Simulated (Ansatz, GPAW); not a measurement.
## B/Au(111) in an electric field

Aim: the dipole that a field along the normal induces in B/Au(111).

Program: GPAW 26.7.0 and Ansatz 0.2.0. Level of theory: Ansatz plane waves; slab in vacuum with a dipole correction, relaxation, in the first sound run; inputs show where later runs differ. Results are calculated unless marked as measured.

Report form: the programs' logs are mostly left out.

### Step 1. The structure

The cell holds 5 atoms: 4 Au and 1 B. Cell: a = 2.885 Å, b = 2.885 Å, c = 24.504 Å, α = 90.0°, β = 90.0°, γ = 60.0°. Vacuum lies along c.

### Step 2. Relaxation

The atoms are relaxed first, since the surface dipole, and with it the work function, follows the positions of the outer layers. The lowest 2 atoms are held at bulk positions and keep their forces.

The input, input.yaml:

```yaml
crystal:
  lattice:
    - [2.8849956672, 0.0, 0.0]
    - [1.4424978336, 2.4984795376, 0.0]
    - [0.0, 0.0, 24.5039868327]
  atoms:
    - { symbol: Au, position: [0.0, 0.0, 0.3264774853] }
    - { symbol: Au, position: [0.3333333333, 0.3333333333, 0.4226083359] }
    - { symbol: Au, position: [0.6666666667, 0.6666666667, 0.5187391865] }
    - { symbol: Au, position: [0.0, 0.0, 0.6148700372] }
    - { symbol: B, position: [0.3333333333, 0.3333333333, 0.6735225147] }
kpoints:
  mp_grid: { grid: [13, 13, 1] }
hamiltonian:
  xc: pbe
scf:
  occupations: { method: fermi_dirac, width: 0.1 }
efield:
  axis: 3
  dipole_correction: true
  ramp_width: 0.05
relax:
  f_tol: 0.02
  max_steps: 60
  constraints: [{ sites: [0, 1] }]
output:
  write_potential: true
  write_density: true
  volumetric_format: npy
```

The run is started by

```bash
> ansatz run input.yaml --threads 2 --pin off --max-ram 4096MiB --backend cpu --events-out ev --progress --plain --runs-dir out
```

Wall time 36 s (2 threads of Arm Neoverse V2, shared host); peak memory 0.46 GiB; 71 s of CPU time.

Relaxation path:

| step | energy less that of the first step (eV) | largest force component (eV/Å) |
| --- | --- | --- |
| 1 | 0.0000 | 0.8559 |
| 2 | -0.0716 | 0.3297 |
| 3 | -0.0898 | 0.0745 |
| 4 | -0.0906 | 0.0036 |

Forces are held to the 6 operations that the run works with; a distortion that breaks them can't arise in this run.

The atoms that moved most (Å):

| atom | dx | dy | dz | length |
| --- | --- | --- | --- | --- |
| Au4 | 0.000 | 0.000 | 0.314 | 0.314 |
| B5 | 0.000 | 0.000 | 0.272 | 0.272 |
| Au3 | 0.000 | 0.000 | 0.110 | 0.110 |

The relaxed structure:

```
Au B
1.0
     2.88500    0.00000    0.00000
     1.44250    2.49848    0.00000
     0.00000    0.00000   24.50399
Au B
4 1
Direct
  0.00000 0.00000 0.32648
  0.33333 0.33333 0.42261
  0.66667 0.66667 0.52321
  0.00000 0.00000 0.62768
  0.33333 0.33333 0.68464
```

Numbers from this step:

- free energy: -52749.6965 eV
- smearing term TS: 0.06082 eV
- symmetry operations: 6
- upper work function: 5.677 eV
- lower work function: 5.196 eV
- dipole along the normal: -0.01916 e·Å
- dipole field: -0.01962 V/Å
- vacuum level above: 11.06 eV
- vacuum level below: 10.58 eV

The electrostatic potential energy of an electron (with the applied field's), less the Fermi level, planar mean oscillates, so the rows of the table below give means over windows of 2.45 Å about each position, cut where the curve ends. Its maxima inside the range that stand out by 2 % of the span (Å: eV): 9.1: 0.445, 11.6: 1.06, 14.0: 1.04, 16.3: -7.62. Its minima: 8.0: -16.8, 10.3: -17.1, 12.8: -17.2, 15.4: -18.6, 16.7: -9.46.

The electrostatic potential energy of an electron (with the applied field's), less the Fermi level, planar mean by z; means over each step:

| z (Å) | electrostatic potential energy of an electron (with the applied field's), less the Fermi level, planar mean (eV) |
| --- | --- |
| 1.23 | 5.23 |
| 3.68 | 5.20 |
| 6.12 | 3.49 |
| 8.58 | -8.43 |
| 11.03 | -8.08 |
| 13.47 | -7.92 |
| 15.93 | -12.1 |
| 18.38 | 4.06 |
| 20.83 | 5.67 |
| 23.28 | 5.66 |

The valence density, planar mean oscillates, so the rows of the table below give means over windows of 2.45 Å about each position, cut where the curve ends. Its maxima inside the range that stand out by 2 % of the span (Å: e/Å³): 8.0: 2.35, 10.3: 2.36, 12.8: 2.35, 15.4: 2.38. Its minima: 9.1: 0.250, 11.6: 0.209, 14.2: 0.190.

The valence density, planar mean by z; means over each step:

| z (Å) | valence density, planar mean (e/Å³) |
| --- | --- |
| 3.68 | 7.3e-5 |
| 6.12 | 0.0892 |
| 8.58 | 1.11 |
| 11.03 | 1.07 |
| 13.47 | 1.04 |
| 15.93 | 1.11 |
| 18.38 | 0.0513 |
| 20.83 | 8.5e-5 |

The relaxation lowered the energy of the cell by 0.0906 eV.

### Step 3. The slab's potential

The work function is the vacuum plateau of the electrostatic potential less the Fermi level; a dipole layer lets the two faces have plateaus of their own.

This step: GPAW, PAW setups; slab in vacuum (GPAW 26.7.0).

The input, run.py:

```python
import json
import numpy as np
from ase import Atoms
from gpaw import GPAW, PW

slab = Atoms(
    ['Au', 'Au', 'Au', 'Au', 'B'],
    positions=[
        [-0.00000, -0.00000, 8.00000],
        [1.44250, 0.83283, 10.35559],
        [2.88500, 1.66565, 12.82082],
        [-0.00000, -0.00000, 15.38063],
        [1.44250, 0.83283, 16.77636]],
    cell=[[2.885, 0.0, 0.0], [1.4425, 2.49848, 0.0], [0.0, 0.0, 24.50399]],
    pbc=[True, True, False])

slab.calc = GPAW(mode=PW(500), xc='PBE', kpts={'size': (13, 13, 1), 'gamma': True},
                 occupations={'name': 'fermi-dirac', 'width': 0.1}, nbands='140%',
                 convergence={'density': 1e-05}, maxiter=200,
                 poissonsolver={'dipolelayer': 'xy'},
                 symmetry={'tolerance': 1e-3}, txt='slab.txt')
result = {}
energy = slab.get_potential_energy()
fermi = slab.calc.get_fermi_level()
v = slab.calc.get_electrostatic_potential().mean((0, 1)) - fermi
n = slab.calc.get_pseudo_density().mean((0, 1))
L = slab.cell[2, 2]
z = np.arange(len(v)) * L / len(v)
low, high = slab.positions[:, 2].min(), slab.positions[:, 2].max()
below, above = np.interp([low - 5.8, high + 5.8], z, v)
slopes = [np.interp(x, z, np.gradient(v, z)) for x in (low - 5.8, high + 5.8)]
eps = np.array([[slab.calc.get_eigenvalues(k, s) for k in range(len(slab.calc.get_ibz_k_points()))]
                for s in range(slab.calc.get_number_of_spins())]) - fermi
top, bottom = eps[eps < 0].max(), eps[eps > 0].min()
dipole = slab.get_dipole_moment()[2]
print(f'energy {energy:.4f} eV, Fermi level {fermi:.4f} eV, dipole {dipole:.5f} e A')
print(f'potential 5.8 A off the faces, from the Fermi level: lower {below:.4f} eV, upper {above:.4f} eV')
print(f'slope of the potential there: lower {slopes[0]:.5f}, upper {slopes[1]:.5f} eV/A')
print(f'nearest levels on the mesh: {top:.4f} and {bottom:.4f} eV')
print('magnetic moment', round(slab.get_magnetic_moment(), 3))
result.update(energy=energy, fermi=fermi, dipole=dipole, below=below, above=above, slopes=slopes, edges=[top, bottom],
              z=z.tolist(), v=v.tolist(), n=n.tolist(), positions=slab.positions.tolist(),
              forces=slab.get_forces(apply_constraint=False).tolist(), moments=slab.get_magnetic_moments().tolist())
json.dump(result, open('result.json', 'w'))
```

The run is started by

```bash
> OMP_NUM_THREADS=1 OPENBLAS_NUM_THREADS=2 python run.py
```

The job ended after 100 s (2 threads; peak memory 0.24 GiB).

Numbers from this step:

- dipole along the normal: -0.01909 e·Å
- levels nearest the Fermi level on the mesh: -0.03020, 0.1169 eV from the Fermi level
- upper work function: 5.669 eV
- lower work function: 5.191 eV

The electrostatic potential energy of an electron (without an applied field's), less the Fermi level, planar mean oscillates, so the rows of the table below give means over windows of 2.39 Å about each position, cut where the curve ends. Its maxima inside the range that stand out by 2 % of the span (Å: eV): 9.2: 0.470, 11.6: 1.06, 14.1: 1.07, 16.3: -6.98. Its minima: 8.0: -23.2, 10.3: -23.5, 12.8: -23.6, 15.4: -25.2, 16.8: -11.8.

Table of electrostatic potential energy of an electron (without an applied field's), less the Fermi level, planar mean by z; means over each step:

z (Å), electrostatic potential energy of an electron (without an applied field's), less the Fermi level, planar mean (eV) and a bar from the least value:
```
     1.20        5.2 #############################
     3.58        5.2 #############################
     5.97        4.2 ############################
     8.36       -9.5 ######
    10.75       -9.5 ######
    13.14       -9.6 ######
    15.53      -13.0 
    17.92        1.5 #######################
    20.31        5.7 ##############################
    22.70        5.7 ##############################
```

Table of pseudo valence density, planar mean by z:

z (Å), pseudo valence density, planar mean (e/Å³) and a bar:
```
      4.0       0.00 
      4.5       0.00 
      5.0       0.00 
      5.5       0.00 
      6.0       0.01 
      6.5       0.04 #
      7.0       0.21 #####
      7.5       0.64 ###############
      8.0       1.25 ##############################
      8.5       0.66 ################
      9.0       0.28 #######
      9.5       0.34 ########
     10.0       0.86 #####################
     10.5       1.17 ############################
     11.0       0.49 ############
     11.5       0.22 #####
     12.0       0.35 ########
     12.5       0.91 ######################
     13.0       1.13 ###########################
     13.5       0.46 ###########
     14.0       0.20 #####
     14.5       0.31 #######
     15.0       0.81 ####################
     15.5       1.23 #############################
     16.0       0.63 ###############
     16.5       0.40 ##########
     17.0       0.27 ######
     17.5       0.14 ###
     18.0       0.04 #
     18.5       0.01 
     19.0       0.00 
     19.5       0.00 
     20.0       0.00 
     20.5       0.00
```

Force by atom:

| atom | x (eV/Å) | y (eV/Å) | z (eV/Å) | size |
| --- | --- | --- | --- | --- |
| Au1 | 0.000 | 0.000 | -0.570 | 0.570 |
| Au2 | 0.000 | 0.000 | 0.493 | 0.493 |
| Au3 | 0.000 | 0.000 | 0.020 | 0.020 |
| Au4 | 0.000 | 0.000 | -0.123 | 0.123 |
| B5 | 0.000 | 0.000 | 0.181 | 0.181 |

The potential is flat to 1.3e-5 eV/Å where it is read, so the vacuum is wide enough. The geometry is the other program's minimum; here the largest force on a free atom is 0.18 eV/Å.

### Step 4. In a field

A uniform field along the normal polarises the slab; the atoms stay fixed, so this is the electronic response alone.

Changes to run.py since step 3:

```diff
@@ -4,2 +4,3 @@
 from gpaw import GPAW, PW
+from gpaw.external import ConstantElectricField
 
@@ -20,2 +21,3 @@
                  poissonsolver={'dipolelayer': 'xy'},
+                 external=ConstantElectricField(-0.2, [0, 0, 1]),
                  symmetry={'tolerance': 1e-3}, txt='slab.txt')
```

The job ended after 5.4 min (2 threads; peak memory 0.53 GiB).

Numbers from this step:

```
dipole along the normal                                         : -0.1116 e·Å
levels nearest the Fermi level on the mesh                      : -0.03142, 0.1165 eV from the Fermi level
potential below the slab, the applied field's own ramp left out : 4.041 eV from the Fermi level
potential above the slab, the applied field's own ramp left out : 6.844 eV from the Fermi level
```

Electrostatic potential energy of an electron (without an applied field's), less the Fermi level, planar mean against z:

| z (Å) | electrostatic potential energy of an electron (without an applied field's), less the Fermi level, planar mean (eV) |
| --- | --- |
| 0.0 | 5.44 |
| 0.5 | 4.04 |
| 1.0 | 4.04 |
| 1.5 | 4.04 |
| 2.0 | 4.04 |
| 2.5 | 4.04 |
| 3.0 | 4.04 |
| 3.5 | 4.04 |
| 4.0 | 4.04 |
| 4.5 | 4.04 |
| 5.0 | 4.03 |
| 5.5 | 3.99 |
| 6.0 | 3.82 |
| 6.5 | 3.11 |
| 7.0 | 0.0141 |
| 7.5 | -11.6 |
| 8.0 | -24.0 |
| 8.5 | -11.6 |
| 9.0 | -0.825 |
| 9.5 | -2.63 |
| 10.0 | -16.6 |
| 10.5 | -22.3 |
| 11.0 | -6.81 |
| 11.5 | 0.743 |
| 12.0 | -2.57 |
| 12.5 | -17.2 |
| 13.0 | -21.2 |
| 13.5 | -5.41 |
| 14.0 | 1.31 |
| 14.5 | -1.90 |
| 15.0 | -16.2 |
| 15.5 | -23.6 |
| 16.0 | -9.63 |
| 16.5 | -7.95 |
| 17.0 | -6.85 |
| 17.5 | 2.58 |
| 18.0 | 5.70 |
| 18.5 | 6.54 |
| 19.0 | 6.76 |
| 19.5 | 6.82 |
| 20.0 | 6.84 |
| 20.5 | 6.84 |
| 21.0 | 6.84 |
| 21.5 | 6.84 |
| 22.0 | 6.84 |
| 22.5 | 6.84 |
| 23.0 | 6.84 |
| 23.5 | 6.84 |
| 24.0 | 6.84 |

Force by atom:

| atom | x (eV/Å) | y (eV/Å) | z (eV/Å) | size |
| --- | --- | --- | --- | --- |
| Au1 | 0.000 | 0.000 | -0.566 | 0.566 |
| Au2 | 0.000 | 0.000 | 0.488 | 0.488 |
| Au3 | 0.000 | 0.000 | 0.018 | 0.018 |
| Au4 | 0.000 | 0.000 | -0.139 | 0.139 |
| B5 | 0.000 | 0.000 | 0.197 | 0.197 |

The dipole is now -0.112 e Å, against -0.019 in the run without a field.

### Step 5. Field on

Changes to run.py since step 4:

```diff
@@ -21,3 +21,3 @@
                  poissonsolver={'dipolelayer': 'xy'},
-                 external=ConstantElectricField(-0.2, [0, 0, 1]),
+                 external=ConstantElectricField(-0.1, [0, 0, 1]),
                  symmetry={'tolerance': 1e-3}, txt='slab.txt')
```

Wall time 4.8 min (2 threads); peak memory 0.52 GiB.

Numbers from this step:

| Item | Value |
| --- | --- |
| dipole along the normal | -0.06535 e·Å |
| levels nearest the Fermi level on the mesh | -0.03081, 0.1167 eV from the Fermi level |
| potential below the slab, the applied field's own ramp left out | 4.615 eV from the Fermi level |
| potential above the slab, the applied field's own ramp left out | 6.255 eV from the Fermi level |

The electrostatic potential energy of an electron (without an applied field's), less the Fermi level, planar mean by z:

| z (Å) | electrostatic potential energy of an electron (without an applied field's), less the Fermi level, planar mean (eV) |
| --- | --- |
| 0.0 | 5.44 |
| 0.5 | 4.61 |
| 1.0 | 4.61 |
| 1.5 | 4.62 |
| 2.0 | 4.62 |
| 2.5 | 4.62 |
| 3.0 | 4.62 |
| 3.5 | 4.61 |
| 4.0 | 4.61 |
| 4.5 | 4.61 |
| 5.0 | 4.60 |
| 5.5 | 4.56 |
| 6.0 | 4.38 |
| 6.5 | 3.66 |
| 7.0 | 0.535 |
| 7.5 | -11.1 |
| 8.0 | -23.5 |
| 8.5 | -11.3 |
| 9.0 | -0.502 |
| 9.5 | -2.36 |
| 10.0 | -16.3 |
| 10.5 | -22.2 |
| 11.0 | -6.69 |
| 11.5 | 0.818 |
| 12.0 | -2.55 |
| 12.5 | -17.3 |
| 13.0 | -21.3 |
| 13.5 | -5.54 |
| 14.0 | 1.13 |
| 14.5 | -2.13 |
| 15.0 | -16.4 |
| 15.5 | -24.0 |
| 16.0 | -10.0 |
| 16.5 | -8.37 |
| 17.0 | -7.33 |
| 17.5 | 2.05 |
| 18.0 | 5.14 |
| 18.5 | 5.97 |
| 19.0 | 6.18 |
| 19.5 | 6.24 |
| 20.0 | 6.25 |
| 20.5 | 6.25 |
| 21.0 | 6.26 |
| 21.5 | 6.26 |
| 22.0 | 6.26 |
| 22.5 | 6.26 |
| 23.0 | 6.26 |
| 23.5 | 6.26 |
| 24.0 | 6.26 |

Force by atom:

| atom | x (eV/Å) | y (eV/Å) | z (eV/Å) | size |
| --- | --- | --- | --- | --- |
| Au1 | 0.000 | 0.000 | -0.567 | 0.567 |
| Au2 | 0.000 | 0.000 | 0.491 | 0.491 |
| Au3 | 0.000 | 0.000 | 0.019 | 0.019 |
| Au4 | 0.000 | 0.000 | -0.131 | 0.131 |
| B5 | 0.000 | 0.000 | 0.191 | 0.191 |

The dipole is now -0.0653 e Å, against -0.019 in the run without a field.

### Step 6. In a field

Changes to run.py since step 5:

```diff
@@ -21,3 +21,3 @@
                  poissonsolver={'dipolelayer': 'xy'},
-                 external=ConstantElectricField(-0.1, [0, 0, 1]),
+                 external=ConstantElectricField(-0.05, [0, 0, 1]),
                  symmetry={'tolerance': 1e-3}, txt='slab.txt')
```

The job ended after 4.8 min (2 threads; peak memory 0.53 GiB).

### Step 7. In a field

Changes to run.py since step 6:

```diff
@@ -21,3 +21,3 @@
                  poissonsolver={'dipolelayer': 'xy'},
-                 external=ConstantElectricField(-0.05, [0, 0, 1]),
+                 external=ConstantElectricField(0.05, [0, 0, 1]),
                  symmetry={'tolerance': 1e-3}, txt='slab.txt')
```

Run time: 5 min. Hardware: 2 threads; peak memory 0.53 GiB.

### Step 8. In a field

Changes to run.py since step 7:

```diff
@@ -21,3 +21,3 @@
                  poissonsolver={'dipolelayer': 'xy'},
-                 external=ConstantElectricField(0.05, [0, 0, 1]),
+                 external=ConstantElectricField(0.1, [0, 0, 1]),
                  symmetry={'tolerance': 1e-3}, txt='slab.txt')
```

Run time: 4.7 min. Hardware: 2 threads; peak memory 0.52 GiB.

Table of electrostatic potential energy of an electron (without an applied field's), less the Fermi level, planar mean by z:

| z (Å) | electrostatic potential energy of an electron (without an applied field's), less the Fermi level, planar mean (eV) |
| --- | --- |
| 0.0 | 5.43 |
| 0.5 | 5.77 |
| 1.0 | 5.77 |
| 1.5 | 5.77 |
| 2.0 | 5.77 |
| 2.5 | 5.77 |
| 3.0 | 5.77 |
| 3.5 | 5.77 |
| 4.0 | 5.77 |
| 4.5 | 5.77 |
| 5.0 | 5.75 |
| 5.5 | 5.71 |
| 6.0 | 5.52 |
| 6.5 | 4.77 |
| 7.0 | 1.58 |
| 7.5 | -10.2 |
| 8.0 | -22.7 |
| 8.5 | -10.5 |
| 9.0 | 0.146 |
| 9.5 | -1.80 |
| 10.0 | -15.9 |
| 10.5 | -21.8 |
| 11.0 | -6.44 |
| 11.5 | 0.969 |
| 12.0 | -2.50 |
| 12.5 | -17.3 |
| 13.0 | -21.4 |
| 13.5 | -5.79 |
| 14.0 | 0.784 |
| 14.5 | -2.58 |
| 15.0 | -17.0 |
| 15.5 | -24.6 |
| 16.0 | -10.8 |
| 16.5 | -9.23 |
| 17.0 | -8.29 |
| 17.5 | 0.996 |
| 18.0 | 4.02 |
| 18.5 | 4.82 |
| 19.0 | 5.02 |
| 19.5 | 5.07 |
| 20.0 | 5.08 |
| 20.5 | 5.08 |
| 21.0 | 5.08 |
| 21.5 | 5.08 |
| 22.0 | 5.08 |
| 22.5 | 5.08 |
| 23.0 | 5.08 |
| 23.5 | 5.08 |
| 24.0 | 5.08 |

The dipole is now 0.0274 e Å, against -0.019 in the run without a field.

### Step 9. In a field

Changes to run.py since step 8:

```diff
@@ -21,3 +21,3 @@
                  poissonsolver={'dipolelayer': 'xy'},
-                 external=ConstantElectricField(0.1, [0, 0, 1]),
+                 external=ConstantElectricField(0.2, [0, 0, 1]),
                  symmetry={'tolerance': 1e-3}, txt='slab.txt')
```

Elapsed: 5.7 min, on 2 threads; peak memory 0.53 GiB.

[end of part 1 of 2]

[Logs are printed without paths, hosts, clocks, repeated set-up lines and the standing remarks that a program may print on its own settings, such as how far it seeks lower states.]

[Hosts, paths, dates, database ids (printed as entryN), source tags and the programs' standing remarks are cut or masked in the printed files.]
